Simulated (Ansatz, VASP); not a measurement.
# MgO in VASP and in Ansatz

Contents of INCAR:

```
SYSTEM = MgO
PREC = Accurate
ENCUT = 520
EDIFF = 1E-7
ISMEAR = -1
SIGMA = 0.05
LREAL = .FALSE.
LASPH = .TRUE.
NELM = 60
ALGO = Normal
ISIF = 2
LWAVE = .FALSE.
LCHARG = .FALSE.
GGA = PS
NBANDS = 16
```

KPOINTS

```
Automatic mesh
0
G
  9 9 6
  0 0 0
```

File POSCAR:

```
MgO
1.0
    3.3077869865      0.0000000000      0.0000000000
   -1.6538934933      2.8646275606      0.0000000000
    0.0000000000      0.0000000000      4.9828816700
Mg O
2 2
Direct
    0.6666666667      0.3333333333      0.5021597400
    0.3333333333      0.6666666667      0.0021597400
    0.6666666667      0.3333333333      0.9024402600
    0.3333333333      0.6666666667      0.4024402600
```

The input input.yaml:

```yaml
crystal:
  lattice:
    - [3.3077869865, 0.0, 0.0]
    - [-1.6538934933, 2.8646275606, 0.0]
    - [0.0, 0.0, 4.98288167]
  atoms:
    - { symbol: Mg, position: [0.6666666667, 0.3333333333, 0.50215974] }
    - { symbol: Mg, position: [0.3333333333, 0.6666666667, 0.00215974] }
    - { symbol: O, position: [0.6666666667, 0.3333333333, 0.90244026] }
    - { symbol: O, position: [0.3333333333, 0.6666666667, 0.40244026] }
hamiltonian:
  xc: pbesol
  pseudopotentials: { kind: paw }
kpoints:
  mp_grid: { grid: [9, 9, 6] }
  band_path:
    path:
      - [[0.0, 0.0, 0.0], [0.5, 0.0, 0.0], [0.3333333333, 0.3333333333, 0.0], [0.0, 0.0, 0.0], [0.0, 0.0, 0.5], [0.5, 0.0, 0.5], [0.3333333333, 0.3333333333, 0.5], [0.0, 0.0, 0.5]]
      - [[0.5, 0.0, 0.5], [0.5, 0.0, 0.0]]
      - [[0.3333333333, 0.3333333333, 0.0], [0.3333333333, 0.3333333333, 0.5]]
    npoints: 14
scf:
  occupations: { method: fermi_dirac, width: 0.05 }
  n_extra_bands: 10
output:
  forces: true
  stress: true
  eigenvalues: true
  fatbands: false
```

Measurements of this composition are mostly on another form, of space group No. 225.

Alike in both runs: functional PBEsol; k mesh 9 × 9 × 6; occupations fermi-dirac, width 0.05 eV; no spin polarisation.

```csv
,VASP,Ansatz
version,VASP 6.6.1,Ansatz 0.2.0
potentials or method,"VASP PAW PBE potentials, release 64 (Mg, O)",Ansatz PAW
plane-wave cutoff (eV),520,420
valence electrons in the cell,16,32
task,single point,band structure
```

Ansatz gave:

```
gap on the k mesh at the Fermi level (eV) : 3.34
least direct gap on the mesh (eV)         : 3.34
pressure (GPa)                            : 0.3
rms of the force components (eV/Å)        : 0.005
```

Task: Estimate VASP's values.

Result: gap on the k mesh at the Fermi level (eV): 3.34; least direct gap on the mesh (eV): 3.34; pressure (GPa): 0.1; rms of the force components (eV/Å): 0.005.

Atom by atom the forces differ by 0.000 eV/Å (rms over components). The functional is the same, so the differences come from potentials, cutoffs and numerics. The two sets of potentials don't hold the same shells in valence.

Caveats: the PAW data sets were made with another functional, which shifts forces and pressure a little (VASP); an odd mesh through Γ misses points on the zone boundary, where band edges often lie (VASP); the pressure holds a Pulay correction of +0.5 GPa for the finite cutoff (Ansatz); the PAW data sets come from PBE, with cores solved anew for the run's functional, which leaves a small shift of forces and pressure (Ansatz).
